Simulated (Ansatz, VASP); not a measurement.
Pb in VASP and in Ansatz

File INCAR:

```
SYSTEM = Pb
ALGO = Normal
EDIFF = 1E-6
ENCUT = 520
GGA = PE
ISIF = 2
ISMEAR = 0
LASPH = .TRUE.
LCHARG = .TRUE.
LELF = .TRUE.
LREAL = .FALSE.
LVHAR = .TRUE.
LWAVE = .FALSE.
NBANDS = 13
NELM = 60
PREC = Accurate
SIGMA = 0.014
```

Contents of KPOINTS:

```
k-points
0
G
  9 9 9
  0 0 0
```

Contents of POSCAR:

```
Pb
1.0
   -1.9796595667      1.9796595667      1.9796595667
    1.9796595667     -1.9796595667      1.9796595667
    1.9796595667      1.9796595667     -1.9796595667
Pb
1
Direct
    0.0000000000      0.0000000000      0.0000000000
```

input.yaml

```yaml
crystal:
  lattice:
    - [-1.9796595667, 1.9796595667, 1.9796595667]
    - [1.9796595667, -1.9796595667, 1.9796595667]
    - [1.9796595667, 1.9796595667, -1.9796595667]
  atoms:
    - { symbol: Pb, position: [0.0, 0.0, 0.0] }
hamiltonian:
  xc: pbe
  pseudopotentials: { kind: paw }
kpoints:
  mp_grid: { grid: [9, 9, 9] }
scf:
  occupations: { method: gaussian, width: 0.014 }
output:
  forces: true
  stress: true
  eigenvalues: true
  write_density: true
  write_potential: true
  elf: true
  volumetric_format: npy
```

This isn't the form of Pb at room conditions, which is fcc.

Alike in both runs: task single point; functional PBE; k mesh 9 × 9 × 9; occupations gaussian, width 0.014 eV; no spin polarisation.

```csv
,VASP,Ansatz
version,VASP 6.6.1,Ansatz 0.2.0
potentials or method,"VASP PAW PBE potentials, release 64 (Pb_d)",Ansatz PAW
plane-wave cutoff (eV),520,420
valence electrons in the cell,14,14
```

```csv
,VASP,Ansatz,Ansatz less VASP
gap on the k mesh at the Fermi level (eV),none,none,-
pressure (GPa),0.6,0.7,+0.05
```

A gap of «none» marks a metal or a gap that the smearing closes.

The runs have no spin-orbit coupling, so splittings on Pb are missing.
